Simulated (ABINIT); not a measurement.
Set up this calculation in ABINIT 10.8.3 (patched build), as the native input.

```yaml
Task: single point
Functional: LDA
Potentials_or_basis: JTH PAW LDA v2.0
Cutoff: 544 eV
k_mesh: 3 × 3 × 2
Occupations: fermi-dirac, width 0.05 eV
Spin: collinear spin, ferromagnetic start
Starting_moments: "[4.0, 4.0, 0.0, 0.0] μB"
Fine-grid_cutoff: 1088.46 eV
```

Crystal: MnS.

```
Mn S
1.0
     3.95358    0.00000    0.00000
    -1.97679    3.42390    0.00000
     0.00000    0.00000    6.34253
Mn S
2 2
Direct
  0.66667 0.33333 0.49884
  0.33333 0.66667 0.99884
  0.33333 0.66667 0.62615
  0.66667 0.33333 0.12615
```

The cell is a database's computed one.

The input as run:

run.abi

```
# Pseudopotentials
pp_dirpath "./"
pseudos "Mn.LDA_PW-JTH.xml, S.LDA_PW-JTH.xml"

# Structure
acell 3*1.0
rprim
     7.4711775977     0.0000000000     0.0000000000
    -3.7355887989     6.4702295958     0.0000000000
     0.0000000000     0.0000000000    11.9856424829
ntypat 2
znucl 25 16
natom 4
typat 1 1 2 2
xred
     0.6666666667     0.3333333333     0.4988446700
     0.3333333333     0.6666666667     0.9988446700
     0.3333333333     0.6666666667     0.6261543000
     0.6666666667     0.3333333333     0.1261543000

# Plane-wave basis
ecut 20.0
pawecutdg 40.0

# k points
kptopt 1
ngkpt 3 3 2
nshiftk 1
shiftk 0.0 0.0 0.0

# Exchange and correlation
ixc 7

# Bands and occupations
nband 28
occopt 3
tsmear 0.05 eV

# Spin
nsppol 2
spinat
     0.0000000000     0.0000000000     4.0000000000
     0.0000000000     0.0000000000     4.0000000000
     0.0000000000     0.0000000000     0.0000000000
     0.0000000000     0.0000000000     0.0000000000

# SCF cycle
nstep 100
tolvrs 1.0e-9

# Output
iomode 3
prtwf 0
prtden 0
prteig 0
prtebands 0
enunit 2
```

Potentials or basis: JTH PAW LDA v2.0.

Command:

```console
$ abinit run.abi > log 2>&1
```

Results of the run:

```yaml
Largest_force: 0.292 eV/Å
Band_gap_on_the_k_mesh: none (metal or under the smearing width)
Net_moment: 9.44 μB per cell
Site_moments: Mn +4.01; S +0.11 μB
Valence_electrons_inside_the_program's_atomic_spheres: Mn 13.05; S 3.60
```

Caveat: the k mesh is coarse (spacing up to 0.61 Å⁻¹), so the values aren't converged; semilocal functionals often make such compounds metallic where correlation or magnetic order opens a gap, which also shifts bond lengths; only a ferromagnetic start was run, and an antiferromagnetic order may lie lower in energy.

Wall time 40 s on 1 thread of Arm Neoverse V2 (shared host), peak memory 0.14 GiB.
